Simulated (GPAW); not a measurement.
# ZnS (F-43m) in GPAW: notebook

The runs below take ZnS through band structure, equation of state, with revTPSS, PBE.

All numbers are computed with GPAW 26.7.0; they aren't measurements. Logs are shortened: lines on timing, memory, paths and dates and some standing lists are left out, and cuts for length are marked. The log counts tension as positive stress, the text compression.

**Measured values to compare with.**

From “Electronic, vibrational, and thermodynamic properties of ZnS (zincblende and rocksalt structure)”, 2009, arxiv:0911.5022, for a bulk crystal of ZnS: band gap 3.85 eV (direct) at 19 K; bulk modulus 76.9 GPa.

How close the calculation comes is told below.

## 1. The crystal as given

The structure is cubic, space group F-43m (No. 216). The conventional cell has a = 5.404 Å, b = 5.404 Å, c = 5.404 Å, α = 90.00°, β = 90.00°, γ = 90.00°. Around Zn (site symmetry -43m) lie 4 S at 2.34 Å. S (site symmetry -43m) has 4 Zn at 2.34 Å as nearest neighbours.

## 2. Band structure, revTPSS

The input, run.py:

```python
from ase import Atoms
from ase.dft.bandgap import bandgap
from ase.io import write
from ase.units import GPa
from gpaw import GPAW, PW

atoms = Atoms(['Zn', 'S'],
              cell=[[0.0, 2.702, 2.702],
                    [2.702, 0.0, 2.702],
                    [2.702, 2.702, 0.0]],
              scaled_positions=[[0.75, 0.75, 0.75],
                                [0.0, 0.0, 0.0]],
              pbc=True)

calc = GPAW(mode=PW(600),
            xc='MGGA_X_REVTPSS+MGGA_C_REVTPSS',
            kpts={'size': (7, 7, 7), 'gamma': True},
            occupations={'name': 'fermi-dirac', 'width': 0.05},
            nbands=18,
            convergence={'density': 1e-05, 'energy': 1e-05},
            eigensolver='davidson',
            maxiter=150,
            txt='gpaw.txt')
atoms.calc = calc
energy = atoms.get_potential_energy()
forces = atoms.get_forces()
stress = atoms.get_stress()
calc.write('gs.gpw')
write('result.traj', atoms)
print(f'Energy: {energy:.6f} eV')
print('Forces (eV/A):')
print(forces.round(4))
print('Stress (GPa):', (stress / GPa).round(3))
print('Fermi level:', round(calc.get_fermi_level(), 4), 'eV')
print(f'Gap: {bandgap(calc)[0]:.4f} eV, direct: {bandgap(calc, direct=True)[0]:.4f} eV')

path = atoms.cell.bandpath('GXWKGLUWLK,UX', npoints=60, eps=1e-4)
bs_calc = calc.fixed_density(kpts=path, symmetry='off', nbands=28,
                             convergence={'bands': 'CBM+6.0', 'eigenstates': 1e-6}, txt='bands.txt')
bs = bs_calc.band_structure()
bs.write('bs.json')
print(f'Gap on the path: {bandgap(bs_calc)[0]:.4f} eV')
```

Potentials or basis: GPAW PAW data sets (gpaw-data 1.2.1), pw.

Command:

```console
> OMP_NUM_THREADS=1 python run.py
```

gpaw.txt:

```text
__  _  _
 | _ |_)|_||  |
 |__||  | ||/\| - 26.7.0

Input parameters:
  mode=PW(ecut=600.0),
  convergence={'density': 1e-05, 'energy': 1e-05},
  eigensolver=Davidson(niter=2),
  kpts=MonkhorstPack(size=(7, 7, 7), gamma=True),
  maxiter=150,
  nbands=18,
  occupations=Occupations(name='fermi-dirac', width=0.05),
  xc=XC(name='MGGA_X_REVTPSS+MGGA_C_REVTPSS')

Diagonalizing LCAO Hamiltonian
Converting LCAO to pw mode

                    Zn

       S

Atoms  # Å, Bohr magnetons
|   | symbol |        x |        y |        z |    initial magnetic moments |
|---|--------|----------|----------|----------|-----------------------------|
| 0 |     Zn | 4.053000 | 4.053000 | 4.053000 | ( 0.0000,  0.0000,  0.0000) |
| 1 |      S | 0.000000 | 0.000000 | 0.000000 | ( 0.0000,  0.0000,  0.0000) |

Unit cell  # Å
| periodic |        x |        y |        z |  lengths |    angles |
|----------|----------|----------|----------|----------|-----------|
|      yes | 0.000000 | 2.702000 | 2.702000 | 3.821205 | 60.000000 |
|      yes | 2.702000 | 0.000000 | 2.702000 | 3.821205 | 60.000000 |
|      yes | 2.702000 | 2.702000 | 0.000000 | 3.821205 | 60.000000 |

Number of symmetries: 24
Symmetry operations  # r_c * U_cc + t_c -> r_c
|    | kind |            matrix            |
|----|------|------------------------------|
|  0 |  E   |  1, 0, 0,  0, 1, 0,  0, 0, 1 |
|  1 |  σ   |  1, 0, 0,  0, 0, 1,  0, 1, 0 |
|  2 |  σ   |  1, 0,-1,  0, 1,-1,  0, 0,-1 |
|  3 |  C3  |  1, 0,-1,  0, 0,-1,  0, 1,-1 |
|  4 |  C3  |  1,-1, 0,  0,-1, 1,  0,-1, 0 |
|  5 |  σ   |  1,-1, 0,  0,-1, 0,  0,-1, 1 |
|  6 |  σ   |  0, 1, 0,  1, 0, 0,  0, 0, 1 |
|  7 |  C3  |  0, 1, 0,  0, 0, 1,  1, 0, 0 |
|  8 |  C2  |  0, 1,-1,  1, 0,-1,  0, 0,-1 |
|  9 |  S4  |  0, 1,-1,  0, 0,-1,  1, 0,-1 |
| 10 |  C3  |  0, 0, 1,  1, 0, 0,  0, 1, 0 |
| 11 |  σ   |  0, 0, 1,  0, 1, 0,  1, 0, 0 |
| 12 |  S4  |  0, 0,-1,  1, 0,-1,  0, 1,-1 |
| 13 |  C3  |  0, 0,-1,  0, 1,-1,  1, 0,-1 |
| 14 |  S4  |  0,-1, 1,  1,-1, 0,  0,-1, 0 |
| 15 |  C2  |  0,-1, 1,  0,-1, 0,  1,-1, 0 |
| 16 |  C3  |  0,-1, 0,  1,-1, 0,  0,-1, 1 |
| 17 |  S4  |  0,-1, 0,  0,-1, 1,  1,-1, 0 |
| 18 |  S4  | -1, 1, 0, -1, 0, 1, -1, 0, 0 |
| 19 |  C3  | -1, 1, 0, -1, 0, 0, -1, 0, 1 |
| 20 |  C3  | -1, 0, 1, -1, 1, 0, -1, 0, 0 |
| 21 |  S4  | -1, 0, 1, -1, 0, 0, -1, 1, 0 |
| 22 |  σ   | -1, 0, 0, -1, 1, 0, -1, 0, 1 |
| 23 |  C2  | -1, 0, 0, -1, 0, 1, -1, 1, 0 |

BZ-sampling:
  Number of BZ points: 343
  Number of IBZ points: 20

  Monkhorst-Pack size: [7, 7, 7]
  Monkhorst-Pack shift: [0, 0, 0]

K-points  # in reciprocal-cell coordinates
|     |                                coordinates |     weight |
|-----|--------------------------------------------|------------|
|   0 | (  0.00000000,   0.00000000,   0.00000000) | 0.00291545 |
|   1 | (  0.14285714,   0.14285714,   0.00000000) | 0.01749271 |
|   2 | (  0.14285714,   0.14285714,   0.14285714) | 0.02332362 |
|   3 | (  0.28571429,   0.14285714,   0.14285714) | 0.03498542 |
|   4 | (  0.28571429,   0.28571429,   0.00000000) | 0.01749271 |
|   5 | (  0.28571429,   0.28571429,   0.14285714) | 0.06997085 |
|   6 | (  0.28571429,   0.28571429,   0.28571429) | 0.02332362 |
|   7 | (  0.42857143,  -0.28571429,  -0.28571429) | 0.03498542 |
|   8 | (  0.42857143,   0.28571429,  -0.42857143) | 0.13994169 |
|   9 | (  0.42857143,   0.28571429,  -0.28571429) | 0.06997085 |
| ... |                                            |            |
|  19 | (  0.42857143,   0.42857143,   0.42857143) | 0.02332362 |

Plane wave coefficients: 1363
Cutoff: 600.0 eV

Spin-components: 1 (collinear spins)
Bands:           18
Projectors:      11
Spin-degeneracy: 2
Datatype:        complex128

Parallelization:
  kpt:    1
  domain: 1
  band:   1

Density:
  Valence electrons: 18.0
  Components: 1
  Grid points: [24 24 24]
  Charge: 0.0  # |e|

Potential:
  Grid points: [24 24 24]

species:
  Zn:
    name:    Zinc
    Z:       30.0
    valence: 12
    core:    18
    charge:  0.0  # [|e|]
    compensation charges:
      type: gauss
      rc: 0.37  # [Å]
      lmax: 2
    cutoffs:
      filter: 2.14  # [Å]
      core: 2.28  # [Å]
    projectors
    | kind |    occ | energy [eV] | rcut [Å] |
    |------|--------|-------------|----------|
    |   4s |  2.000 |      -5.977 |    1.286 |
    |   4p |  0.000 |      -1.117 |    1.270 |
    |   3d | 10.000 |     -10.142 |    1.180 |
    |    s |        |      21.234 |    1.286 |
    |    p |        |      26.095 |    1.270 |
    |    d |        |      17.070 |    1.180 |

    Using partial waves for Zn as LCAO basis

  S:
    name:    Sulfur
    Z:       16.0
    valence: 6
    core:    10
    charge:  0.0  # [|e|]
    compensation charges:
      type: gauss
      rc: 0.24  # [Å]
      lmax: 2
    cutoffs:
      filter: 1.77  # [Å]
      core: 1.66  # [Å]
    projectors
    | kind |    occ | energy [eV] | rcut [Å] |
    |------|--------|-------------|----------|
    |   3s |  2.000 |     -17.254 |    0.974 |
    |   3p |  4.000 |      -7.008 |    0.979 |
    |    s |        |       9.957 |    0.974 |
    |    p |        |      20.203 |    0.979 |
    |    d |        |       0.000 |    0.900 |

    Using partial waves for S as LCAO basis

Reference energy: -59718.946550  # eV

eigensolver:
  Davidson
  Converge bands: occupied
  niter=2

density mixing:
  MSR1-Mixer
  Pratt-step length: 0.05
  Maximum mixing coefficient: 0.75
  Old densities: 10
  SVD Regularization: 0.005
  Good broyden scale: 1.0
  Trust region scale: 1.0
  Backstep threshold: 4.0
  History deletion threshold: 6.0
  Fourier metric: weight=20.0, sigma=0.015

occupation numbers:
  Fermi-Dirac:
    width: 0.0500  # eV

poisson solver:
  ecut: 4800.0  # eV

xc functional:
  name: MGGA_X_REVTPSS+MGGA_C_REVTPSS with 2 nearest neighbor stencil

convergence criteria:
- Maximum integral of absolute [dens]ity change: 1e-05 electrons / valence electron
- Maximum [total energy] change in last 3 cyles: 1e-05 eV / valence electron
- Maximum integral of absolute [eigenst]ate change: 4e-08 eV^2 / valence electron
maximum number of iterations: 150

SCF iterations
|iter     | |      energy | eigst |  dens |
|---------|-|-------------|-------|-------|
|iter:   1| |   59.933620 | +2.49 |       |
|iter:   2| |   -0.726669 | +1.00 | -0.78 |
|iter:   3| |   -2.405257 | +0.37 | -1.14 |
|iter:   4| |   -2.036323 | -1.15 | -1.15 |
|iter:   5| |   -1.900928 | -1.63 | -1.32 |
|iter:   6| |   -2.048321 | -1.63 | -1.53 |
|iter:   7| |   -2.043259 | -2.55 | -1.57 |
|iter:   8| |   -1.955037 | -2.54 | -1.59 |
|iter:   9| |   -1.939580 | -3.16 | -1.73 |
|iter:  10| |   -1.937943 | -3.89 | -1.84 |
|iter:  11| |   -1.929637 | -3.83 | -1.88 |
|iter:  12| |   -1.913066 | -2.70 | -1.97 |
|iter:  13| |   -1.914011 | -3.49 | -2.45 |
|iter:  14| |   -1.914069 | -4.87 | -3.27 |
|iter:  15| |   -1.914083c| -5.18 | -3.48 |
|iter:  16| |   -1.914080c| -6.62 | -4.08 |
|iter:  17| |   -1.914080c| -7.41c| -4.67 |
|iter:  18| |   -1.914080c| -8.87c| -5.46c|

Converged in 18 steps
Energy contributions relative to reference atoms: (reference = -59718.946550)

Energy contributions:
  Kinetic:           6.175731
  Coulomb:          -4.840667
  Zero:             -0.009541
  External:          0.000000
  Xc:               -3.239603
  Entropy:          -0.000000
  Spinorbit:         0.000000
  ----------------------------
  Free energy:      -1.914080
  Extrapolated:     -1.914080

dipole moment: (-14.533963, -14.533963, -14.533963)  # |e|*Ang

Fermi level: 4.893
Eigenvalues  # (at kpt = [0.000, 0.000, 0.000])
| band index |      eig [eV] | occ [0-2] |
|------------|---------------|-----------|
|          0 |        -9.770 |     2.000 |
|          1 |        -2.579 |     2.000 |
|          2 |        -2.579 |     2.000 |
|          3 |        -2.579 |     2.000 |
|          4 |        -2.070 |     2.000 |
|          5 |        -2.070 |     2.000 |
[... 10 lines left out ...]
|         16 |        18.315 |     0.000 |
|         17 |        18.315 |     0.000 |

Gap: 2.180 eV
Transition (v -> c):
  (s=0, k=0, n=8, [0.00, 0.00, 0.00]) -> (s=0, k=0, n=9, [0.00, 0.00, 0.00])
No difference between direct/indirect transitions

Forces  # eV/Ang
|        x |        y |        z |
|----------|----------|----------|
|  0.00000 | -0.00000 |  0.00000 |  # Zn   0
| -0.00000 |  0.00000 | -0.00000 |  # S    1

Stress tensor  # eV/Ang^3
|         x |         y |         z |
|-----------|-----------|-----------|
| -0.003593 |  0.000000 |  0.000000 |
|  0.000000 | -0.003593 |  0.000000 |
|  0.000000 |  0.000000 | -0.003593 |

# Writing to gs.gpw (mode='')
```

It took 3.4 min on 1 thread of Arm Neoverse V1, shared host; peak memory 0.32 GiB.

What came out:

```yaml
Free_energy: -1.9141 eV
Pressure: 0.6 GPa
Band_gap_on_the_k_mesh: 2.18 eV, direct
Band_gap_along_the_path: 2.18 eV, direct
```

Levels at the corners of the path, in eV from the valence-band top:
| point | band 7 | band 8 | band 9 | band 10 | band 11 | band 12 |
| --- | --- | --- | --- | --- | --- | --- |
| Γ | 0.00 | 0.00 | 0.00 | 2.18 | 6.56 | 6.56 |
| X | -4.54 | -2.27 | -2.27 | 3.35 | 4.17 | 11.08 |
| W | -4.59 | -2.82 | -2.77 | 5.65 | 6.23 | 8.01 |
| K | -4.63 | -3.18 | -1.84 | 4.15 | 6.05 | 9.46 |
| Γ | 0.00 | 0.00 | 0.00 | 2.18 | 6.56 | 6.56 |
| L | -5.35 | -0.88 | -0.88 | 3.43 | 7.03 | 7.03 |
| U | -4.63 | -3.18 | -1.84 | 4.15 | 6.05 | 9.46 |
| W | -4.59 | -2.82 | -2.77 | 5.65 | 6.23 | 8.01 |
| L | -5.35 | -0.88 | -0.88 | 3.43 | 7.03 | 7.03 |
| K | -4.63 | -3.18 | -1.84 | 4.15 | 6.05 | 9.46 |
| U | -4.63 | -3.18 | -1.84 | 4.15 | 6.05 | 9.46 |
| X | -4.54 | -2.27 | -2.27 | 3.35 | 4.17 | 11.08 |

Caveat: the PAW data sets were made with another functional, which shifts forces and pressure a little.

## 3. Equation of state, PBE

The input, run.py:

```python
from ase.eos import EquationOfState
from ase.io import Trajectory, read
from ase.units import GPa
from gpaw import GPAW, PW, setup_paths

setup_paths.insert(0, '.')

atoms = read('ZnS.xyz')

traj = Trajectory('eos.traj', 'w')
volumes, energies = [], []
for x in [0.94, 0.96, 0.98, 1.0, 1.02, 1.04, 1.06]:
    a = atoms.copy()
    a.set_cell(atoms.cell * x**(1 / 3), scale_atoms=True)
    calc = GPAW(mode=PW(600),
                xc='PBE',
                kpts={'size': (7, 7, 7), 'gamma': True},
                occupations={'name': 'fermi-dirac', 'width': 0.05},
                setups={'S': 'jth', 'Zn': 'jth'},
                nbands=-9,
                convergence={'density': 1e-05, 'energy': 1e-05},
                maxiter=150,
                txt=f'eos-{x:.2f}.txt')
    a.calc = calc
    energies.append(a.get_potential_energy(force_consistent=True))
    volumes.append(a.get_volume())
    p = -a.get_stress()[:3].mean() / GPa
    calc.write(f'eos-{x:.2f}.gpw')
    traj.write(a)
    print(f'{x:.2f} {volumes[-1]:10.4f} A^3 {energies[-1]:14.6f} eV {p:9.3f} GPa', flush=True)

v0, e0, B = EquationOfState(volumes, energies, eos='birchmurnaghan').fit()
print(f'V0 = {v0:.4f} A^3, E0 = {e0:.6f} eV, B0 = {B / GPa:.2f} GPa')
```

The input, ZnS.xyz:

```xyz
2
Lattice="0.0000000000 2.7020000000 2.7020000000 2.7020000000 0.0000000000 2.7020000000 2.7020000000 2.7020000000 0.0000000000" Properties=species:S:1:pos:R:3 pbc="T T T"
Zn     4.0530000000      4.0530000000      4.0530000000
S      0.0000000000      0.0000000000      0.0000000000
```

Potentials or basis: JTH PAW 2.0, PBE, pw.

Command:

```console
> OMP_NUM_THREADS=1 python run.py
```

Run time: 88 s. Hardware: 1 thread of Arm Neoverse V1, shared host; peak memory 0.2 GiB.

It converged, with:

| Property | Result |
| --- | --- |
| Equilibrium volume | 20.08 Å³/atom |
| Bulk modulus | 74 GPa |
| Pressure derivative of the bulk modulus | 4.4 (rough: it moves with the points fitted) |

Energy against volume, from the lowest point:
```
volume (Å³/atom)  energy (meV/atom)
          18.543              31.38
          18.938              16.63
          19.332               7.00
          19.727               1.71
          20.121               0.00
          20.516               2.17
          20.910               7.41
```

Caveat: the program truncates these outside data sets. PBE usually gives volumes a little too large and moduli too small.

## 4. Equation of state, PBE

The input, run.py:

```python
from ase.eos import EquationOfState
from ase.io import Trajectory, read
from ase.units import GPa
from gpaw import GPAW

atoms = read('POSCAR')

traj = Trajectory('eos.traj', 'w')
volumes, energies = [], []
for x in [0.94, 0.96, 0.98, 1.0, 1.02, 1.04, 1.06]:
    a = atoms.copy()
    a.set_cell(atoms.cell * x**(1 / 3), scale_atoms=True)
    calc = GPAW(mode='lcao',
                h=0.18,
                basis='sz(dzp)',
                xc='PBE',
                kpts={'size': (7, 7, 7), 'gamma': True},
                occupations={'name': 'fermi-dirac', 'width': 0.05},
                convergence={'density': 1e-05, 'energy': 1e-05},
                maxiter=150,
                txt=f'eos-{x:.2f}.txt')
    a.calc = calc
    energies.append(a.get_potential_energy(force_consistent=True))
    volumes.append(a.get_volume())
    calc.write(f'eos-{x:.2f}.gpw')
    traj.write(a)
    print(f'{x:.2f} {volumes[-1]:10.4f} A^3 {energies[-1]:14.6f} eV', flush=True)

v0, e0, B = EquationOfState(volumes, energies, eos='birchmurnaghan').fit()
print(f'V0 = {v0:.4f} A^3, E0 = {e0:.6f} eV, B0 = {B / GPa:.2f} GPa')
```

The input, POSCAR:

```
ZnS
1.0
    0.0000000000      2.7020000000      2.7020000000
    2.7020000000      0.0000000000      2.7020000000
    2.7020000000      2.7020000000      0.0000000000
Zn S
1 1
Direct
    0.7500000000      0.7500000000      0.7500000000
    0.0000000000      0.0000000000      0.0000000000
```

Potentials or basis: GPAW PAW data sets (gpaw-data 1.2.1), lcao:sz(dzp).

Command:

```console
> OMP_NUM_THREADS=1 python run.py
```

Log:

```text
__  _  _
 | _ |_)|_||  |
 |__||  | ||/\| - 26.7.0

Input parameters:
  mode=LCAO(),
  basis={'default': 'sz(dzp)'},
  convergence={'density': 1e-05, 'energy': 1e-05},
  h=0.18,
  kpts=MonkhorstPack(size=(7, 7, 7), gamma=True),
  maxiter=150,
  occupations=Occupations(name='fermi-dirac', width=0.05),
  xc=XC(name='PBE')

                    Zn

       S

Atoms  # Å, Bohr magnetons
|   | symbol |        x |        y |        z |    initial magnetic moments |
|---|--------|----------|----------|----------|-----------------------------|
| 0 |     Zn | 3.970262 | 3.970262 | 3.970262 | ( 0.0000,  0.0000,  0.0000) |
| 1 |      S | 0.000000 | 0.000000 | 0.000000 | ( 0.0000,  0.0000,  0.0000) |

Unit cell  # Å
[... 361 lines left out ...]
maximum number of iterations: 150

SCF iterations
|iter     | |      energy | eigst |  dens |
|---------|-|-------------|-------|-------|
|iter:   1| |   -5.234891 |      c|       |
|iter:   2| |   -5.224207 |      c| -1.35 |
|iter:   3| |   -5.183163 |      c| -1.38 |
|iter:   4| |   -5.184677 |      c| -2.00 |
|iter:   5| |   -5.184815 |      c| -2.61 |
|iter:   6| |   -5.184816c|      c| -4.01 |
|iter:   7| |   -5.184816c|      c| -4.48 |
|iter:   8| |   -5.184816c|      c| -5.38c|

Converged in 8 steps
Energy contributions relative to reference atoms: (reference = -59718.946550)

Energy contributions:
  Kinetic:          35.816454
  Coulomb:         -29.954639
  Zero:              0.188175
  External:          0.000000
  Xc:              -11.234806
  Entropy:          -0.000000
  Spinorbit:         0.000000
  ----------------------------
  Free energy:      -5.184816
  Extrapolated:     -5.184816

dipole moment: (-13.989461, -13.989461, -13.989461)  # |e|*Ang

Fermi level: 5.693
Eigenvalues  # (at kpt = [0.000, 0.000, 0.000])
| band index |      eig [eV] | occ [0-2] |
|------------|---------------|-----------|
|          0 |        -9.205 |     2.000 |
|          1 |        -1.556 |     2.000 |
|          2 |        -1.556 |     2.000 |
|          3 |        -1.556 |     2.000 |
|          4 |        -0.780 |     2.000 |
|          5 |        -0.780 |     2.000 |
|          6 |         4.609 |     2.000 |
|          7 |         4.609 |     2.000 |
|          8 |         4.611 |     2.000 |
|          9 |         6.872 |     0.000 |
|         10 |        12.572 |     0.000 |
|         11 |        12.573 |     0.000 |
|         12 |        12.573 |     0.000 |

Gap: 2.261 eV
Transition (v -> c):
  (s=0, k=0, n=8, [0.00, 0.00, 0.00]) -> (s=0, k=0, n=9, [0.00, 0.00, 0.00])
No difference between direct/indirect transitions
# Writing to eos-0.94.gpw (mode='')
```

stdout:

```text
0.94    37.0863 A^3      -5.184816 eV
0.96    37.8754 A^3      -5.235752 eV
0.98    38.6645 A^3      -5.276517 eV
1.00    39.4535 A^3      -5.307980 eV
1.02    40.2426 A^3      -5.330602 eV
1.04    41.0317 A^3      -5.344974 eV
1.06    41.8208 A^3      -5.352196 eV
<dir> UserWarning: The minimum volume of your fit is not in your volumes.  You may not have a minimum in your dataset!
  warnings.warn(
V0 = 42.2281 A^3, E0 = -5.353051 eV, B0 = 72.37 GPa
```

eos-0.96.txt:

```text
SCF iterations
|iter     | |      energy | eigst |  dens |
|---------|-|-------------|-------|-------|
|iter:   1| |   -5.288431 |      c|       |
|iter:   2| |   -5.277510 |      c| -1.34 |
|iter:   3| |   -5.234379 |      c| -1.37 |
|iter:   4| |   -5.235640 |      c| -1.99 |
|iter:   5| |   -5.235752 |      c| -2.61 |
|iter:   6| |   -5.235752c|      c| -3.99 |
[... 31 lines left out ...]
|          7 |         4.355 |     2.000 |
|          8 |         4.357 |     2.000 |
|          9 |         6.525 |     0.000 |
|         10 |        12.309 |     0.000 |
|         11 |        12.310 |     0.000 |
|         12 |        12.310 |     0.000 |

Gap: 2.168 eV
Transition (v -> c):
  (s=0, k=0, n=8, [0.00, 0.00, 0.00]) -> (s=0, k=0, n=9, [0.00, 0.00, 0.00])
No difference between direct/indirect transitions
# Writing to eos-0.96.gpw (mode='')
```

It took 68 s on 1 thread of Arm Neoverse V1, shared host; peak memory 0.18 GiB.

These settings aren't checked as converged: the numbers below hold their error.

What came out:

* Equilibrium volume: 21.11 Å³/atom (rough: see the caveat)
* Bulk modulus: 72 GPa (rough)

Caveat: the real-space grid adds noise to forces; the minimum lies outside the volumes run; the basis of atomic orbitals isn't converged, which shifts pressures, moduli and gaps.

## 5. Against experiment

Step 2. A measured gap of ZnS is 3.85 eV (direct; 19 K; quoted in “Electronic, vibrational, and thermodynamic properties of ZnS (zincblende and rocksalt structure)”, 2009, arxiv:0911.5022); the calculated 2.18 eV misses it by -1.67 eV. The value is that of revTPSS, without temperature or zero-point motion.

Step 3. Against the measured bulk modulus of ZnS, 76.9 GPa (quoted in “Electronic, vibrational, and thermodynamic properties of ZnS (zincblende and rocksalt structure)”, 2009, arxiv:0911.5022), the calculated 74 GPa is off by -4.4 %. The fit is for a static lattice scaled at fixed shape and fixed fractional positions.
